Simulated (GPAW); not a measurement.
## How all numerical settings together moves the magnetism of zigzag Co chain, bond 2.3 A

Aim: see how far moments and order energies of zigzag Co chain, bond 2.3 A move with all numerical settings together, and what each rung costs.

Program: GPAW 26.7.0. Level of theory: PBE; plane waves with GPAW's PAW setups, scalar-relativistic. Results are calculated unless marked as measured.

Most raw output is cut from this account.

## (1) The starting structure

The cell holds 2 atoms: 2 Co. Cell: a = 12.000 Å, b = 12.000 Å, c = 2.760 Å, α = 90.0°, β = 90.0°, γ = 90.0°. model lattice. Vacuum lies along a and b. The structure's axis is c.

## (2) Rung 1 (280 eV, mesh 1×1×4), start ferro ++

Several settings change at once from rung to rung, from a quick look to a careful run; the headings and inputs name them.

File order1.py:

```python
import json
import numpy as np
from ase import Atoms
from ase.parallel import paropen, parprint
from gpaw import GPAW

atoms = Atoms(['Co', 'Co'],
    cell=[[12.0, 0.0, 0.0],
         [0.0, 12.0, 0.0],
         [0.0, 0.0, 2.76]],
    scaled_positions=[[0.42333333, 0.5, 0.0],
         [0.57666667, 0.5, 0.5]],
    pbc=True,
    magmoms=[2.0, 2.0])
atoms.calc = GPAW(mode={'name': 'pw', 'ecut': 280},
    xc='PBE',
    kpts={'size': (1, 1, 4), 'gamma': True},
    occupations={'name': 'fermi-dirac', 'width': 0.2},
    convergence={'density': 0.0001, 'energy': 1e-05},
    maxiter=200,
    symmetry={'tolerance': 1e-4},
    txt='order1.txt')
e = atoms.get_potential_energy(force_consistent=True)
res = {'free_energy': e, 'energy_sigma0': atoms.get_potential_energy(), 'fermi_energy': atoms.calc.get_fermi_level()}
res['moments'] = atoms.get_magnetic_moments().tolist()
res['total'] = atoms.get_magnetic_moment()
parprint('site moments (muB):', np.round(res['moments'], 3))
parprint(f"total moment: {res['total']:.3f} muB")
parprint(f'free energy: {e:.6f} eV')
atoms.calc.write('order1.gpw')
with paropen('results.json', 'w') as f:
    json.dump(res, f)
```

On the command line:

```bash
$ OMP_NUM_THREADS=1 python3 order1.py > order1.log
```

Wall time 9.6 s (1 MPI rank of Intel Xeon 6975P-C (Granite Rapids), shared host); peak memory 0.2 GiB.

This step gave:

```yaml
magnetization: 4.035 μB
final_state: ferromagnetic
largest_moment: 1.935 μB
```

After 16 cycles the largest moment stands at 1.93 μB.

## (3) Rung 1 (280 eV, mesh 1×1×4), start antiferro +-

The second start gives the energy difference between the two end states, the quantity that is followed up the ladder.

order2.py is the script of step 2 with these lines changed:

```diff
@@ -13,3 +13,3 @@
     pbc=True,
-    magmoms=[2.0, 2.0])
+    magmoms=[2.0, -2.0])
 atoms.calc = GPAW(mode={'name': 'pw', 'ecut': 280},
@@ -21,3 +21,3 @@
     symmetry={'tolerance': 1e-4},
-    txt='order1.txt')
+    txt='order2.txt')
 e = atoms.get_potential_energy(force_consistent=True)
@@ -29,3 +29,3 @@
 parprint(f'free energy: {e:.6f} eV')
-atoms.calc.write('order1.gpw')
+atoms.calc.write('order2.gpw')
 with paropen('results.json', 'w') as f:
```

On the command line:

```bash
$ OMP_NUM_THREADS=1 python3 order2.py > order2.log
```

Elapsed: 12 s, on 1 MPI rank; peak memory 0.2 GiB.

Numbers from this step:

| Property | Result |
| --- | --- |
| magnetization | 0 μB |
| final state | antiferromagnetic |
| largest moment | 1.514 μB |

This start lies +306.6 meV a seeded atom from the first; its largest moment is 1.51 μB.

## (4) Rung 2 (380 eV, mesh 1×1×6), start ferro ++

order1.py is the script of step 2 with these lines changed:

```diff
@@ -14,6 +14,6 @@
     magmoms=[2.0, 2.0])
-atoms.calc = GPAW(mode={'name': 'pw', 'ecut': 280},
+atoms.calc = GPAW(mode={'name': 'pw', 'ecut': 380},
     xc='PBE',
-    kpts={'size': (1, 1, 4), 'gamma': True},
-    occupations={'name': 'fermi-dirac', 'width': 0.2},
+    kpts={'size': (1, 1, 6), 'gamma': True},
+    occupations={'name': 'fermi-dirac', 'width': 0.15},
     convergence={'density': 0.0001, 'energy': 1e-05},
```

On the command line:

```bash
$ OMP_NUM_THREADS=1 python3 order1.py > order1.log
```

The job ended after 20 s (1 MPI rank; peak memory 0.25 GiB).

Read from the output:

* magnetization: 4.490 μB
* final state: ferromagnetic
* largest moment: 2.052 μB

The largest moment moves by +0.12 μB from rung 1, at 2.1 times its CPU time.

## (5) Rung 2 (380 eV, mesh 1×1×6), start antiferro +-

order2.py is the script of step 3 with these lines changed:

```diff
@@ -14,6 +14,6 @@
     magmoms=[2.0, -2.0])
-atoms.calc = GPAW(mode={'name': 'pw', 'ecut': 280},
+atoms.calc = GPAW(mode={'name': 'pw', 'ecut': 380},
     xc='PBE',
-    kpts={'size': (1, 1, 4), 'gamma': True},
-    occupations={'name': 'fermi-dirac', 'width': 0.2},
+    kpts={'size': (1, 1, 6), 'gamma': True},
+    occupations={'name': 'fermi-dirac', 'width': 0.15},
     convergence={'density': 0.0001, 'energy': 1e-05},
```

On the command line:

```bash
$ OMP_NUM_THREADS=1 python3 order2.py > order2.log
```

It took 19 s on 1 MPI rank; peak memory 0.25 GiB.

Read from the output:

| Quantity | Value |
| --- | --- |
| magnetization | 0 μB |
| final state | antiferromagnetic |
| largest moment | 1.655 μB |

This start lies +354.2 meV a seeded atom from the first, a change of +47.5 meV since rung 1; its largest moment is 1.66 μB.

## (6) Rung 3 (500 eV, mesh 1×1×8), start ferro ++

order1.py is the script of step 4 with these lines changed:

```diff
@@ -14,6 +14,6 @@
     magmoms=[2.0, 2.0])
-atoms.calc = GPAW(mode={'name': 'pw', 'ecut': 380},
+atoms.calc = GPAW(mode={'name': 'pw', 'ecut': 500},
     xc='PBE',
-    kpts={'size': (1, 1, 6), 'gamma': True},
-    occupations={'name': 'fermi-dirac', 'width': 0.15},
+    kpts={'size': (1, 1, 8), 'gamma': True},
+    occupations={'name': 'fermi-dirac', 'width': 0.1},
     convergence={'density': 0.0001, 'energy': 1e-05},
```

On the command line:

```bash
$ OMP_NUM_THREADS=1 python3 order1.py > order1.log
```

Elapsed: 28 s, on 1 MPI rank; peak memory 0.32 GiB.

This step gave:

- magnetization: 4.496 μB
- final state: ferromagnetic
- largest moment: 2.061 μB

The largest moment moves by +0.01 μB from rung 2, at 1.4 times its CPU time.

## (7) Rung 3 (500 eV, mesh 1×1×8), start antiferro +-

order2.py is the script of step 5 with these lines changed:

```diff
@@ -14,6 +14,6 @@
     magmoms=[2.0, -2.0])
-atoms.calc = GPAW(mode={'name': 'pw', 'ecut': 380},
+atoms.calc = GPAW(mode={'name': 'pw', 'ecut': 500},
     xc='PBE',
-    kpts={'size': (1, 1, 6), 'gamma': True},
-    occupations={'name': 'fermi-dirac', 'width': 0.15},
+    kpts={'size': (1, 1, 8), 'gamma': True},
+    occupations={'name': 'fermi-dirac', 'width': 0.1},
     convergence={'density': 0.0001, 'energy': 1e-05},
```

On the command line:

```bash
$ OMP_NUM_THREADS=1 python3 order2.py > order2.log
```

Wall time 35 s (1 MPI rank); peak memory 0.31 GiB.

Read from the output:

```
magnetization  : 0 μB
final state    : antiferromagnetic
largest moment : 1.707 μB
```

This start lies +352.5 meV a seeded atom from the first, a change of -1.7 meV since rung 2; its largest moment is 1.71 μB.

## (8) Rung 4 (700 eV, mesh 1×1×12), start ferro ++

order1.py is the script of step 6 with these lines changed:

```diff
@@ -14,6 +14,6 @@
     magmoms=[2.0, 2.0])
-atoms.calc = GPAW(mode={'name': 'pw', 'ecut': 500},
+atoms.calc = GPAW(mode={'name': 'pw', 'ecut': 700},
     xc='PBE',
-    kpts={'size': (1, 1, 8), 'gamma': True},
-    occupations={'name': 'fermi-dirac', 'width': 0.1},
+    kpts={'size': (1, 1, 12), 'gamma': True},
+    occupations={'name': 'fermi-dirac', 'width': 0.05},
     convergence={'density': 0.0001, 'energy': 1e-05},
```

On the command line:

```bash
$ OMP_NUM_THREADS=1 python3 order1.py > order1.log
```

The job ended after 74 s (1 MPI rank; peak memory 0.48 GiB).

Numbers from this step:

```
magnetization  : 4.640 μB
final state    : ferromagnetic
largest moment : 2.092 μB
```

The largest moment moves by +0.03 μB from rung 3, at 2.7 times its CPU time.

## (9) Rung 4 (700 eV, mesh 1×1×12), start antiferro +-

order2.py is the script of step 7 with these lines changed:

```diff
@@ -14,6 +14,6 @@
     magmoms=[2.0, -2.0])
-atoms.calc = GPAW(mode={'name': 'pw', 'ecut': 500},
+atoms.calc = GPAW(mode={'name': 'pw', 'ecut': 700},
     xc='PBE',
-    kpts={'size': (1, 1, 8), 'gamma': True},
-    occupations={'name': 'fermi-dirac', 'width': 0.1},
+    kpts={'size': (1, 1, 12), 'gamma': True},
+    occupations={'name': 'fermi-dirac', 'width': 0.05},
     convergence={'density': 0.0001, 'energy': 1e-05},
```

On the command line:

```bash
$ OMP_NUM_THREADS=1 python3 order2.py > order2.log
```

Run time: 70 s. Hardware: 1 MPI rank; peak memory 0.48 GiB.

Read from the output:

```
magnetization  : 0 μB
final state    : antiferromagnetic
largest moment : 1.712 μB
```

This start lies +330.5 meV a seeded atom from the first, a change of -22.0 meV since rung 3; its largest moment is 1.71 μB.

## (10) Side by side

Ladder, by row:

```
rung  cutoff (eV)    mesh  smearing (eV)  state from the first start  state from the second start  second less first (meV a seeded atom)  moment, first (μB)  moment, second (μB)  CPU time (s)
   1          280   1x1x4            0.2               ferromagnetic            antiferromagnetic                                  306.6               1.935                1.514         21.71
   2          380   1x1x6           0.15               ferromagnetic            antiferromagnetic                                  354.2               2.052                1.655         38.76
   3          500   1x1x8            0.1               ferromagnetic            antiferromagnetic                                  352.5               2.061                1.707         63.35
   4          700  1x1x12           0.05               ferromagnetic            antiferromagnetic                                  330.5               2.092                1.712         143.8
```

## (11) Results

| Item | Value |
| --- | --- |
| range of the moment in the table, first start | 1.93 to 2.09 μB |
| range of CPU time | 22 s to 2.4 min |
| range of the energy difference | 307 to 354 meV a seeded atom |

What this shows: Only the last rung can serve as the reference, and the rung before it is still 22 meV away, so convergence is not shown. The first start ends lower on every rung of the table; whether functional and cell give the true order is another question.

[Logs and program files are shortened in this print: banners, set-up blocks, solver, clock and traceback lines can be left out without a mark of their own.]

[Logs are printed without paths, hosts, clocks, repeated set-up lines and the standing remarks that a program may print on its own settings, such as how far it seeks lower states.]

[Hosts, paths, dates, database ids (printed as entryN), source tags and the programs' standing remarks are cut or masked in the printed files.]

[Where a cell is said to come from a database of computed structures, the database is the Materials Project.]
